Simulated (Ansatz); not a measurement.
# How far is PAW off for InSb?

```
In Sb
1.0
     0.00000    3.23910    3.23910
     3.23910    0.00000    3.23910
     3.23910    3.23910    0.00000
In Sb
1 1
Direct
  0.00000 0.00000 0.00000
  0.75000 0.75000 0.75000
```

Atom numbers follow the list: In1, Sb2.

The cell is COD entry 9008853, as deposited and not checked against the literature; nothing was relaxed.

No spin–orbit coupling, which matters for the heavy atoms here.

Levels of theory: DFT, LDA, PAW with Ansatz's default frozen-core files, scalar-relativistic (Ansatz 0.2.0); DFT, LDA, all-electron LAPW, scalar-relativistic (Ansatz 0.2.0).

For PAW: a Γ-centred 10×10×10 k mesh, Fermi–Dirac smearing of 0.03 eV, cutoff 420 eV, no spin polarisation; the PAW files were made with PBE, and the program remakes their frozen cores for this functional. LAPW targets a basis error of 0.25 meV/atom. The Ansatz runs share mesh, smearing and spin set-up. Plane-wave (PAW) pressures include the program's estimate of the Pulay term.

Stress and pressure are positive in compression.

Levels count from the Fermi level.

PAW results:

```tsv
quantity	PAW
pressure (GPa)	-0.59
highest filled level at Γ (eV)	-0.025
lowest empty level at Γ (eV)	2.908
highest filled level at W (eV)	-2.773
lowest empty level at W (eV)	3.408
```

Problem. What does full-potential LAPW give for the same quantities?

Solution. 
| quantity | LAPW |
| --- | --- |
| pressure (GPa) | -0.58 |
| highest filled level at Γ (eV) | -0.025 |
| lowest empty level at Γ (eV) | 2.908 |
| highest filled level at W (eV) | -2.774 |
| lowest empty level at W (eV) | 3.407 |
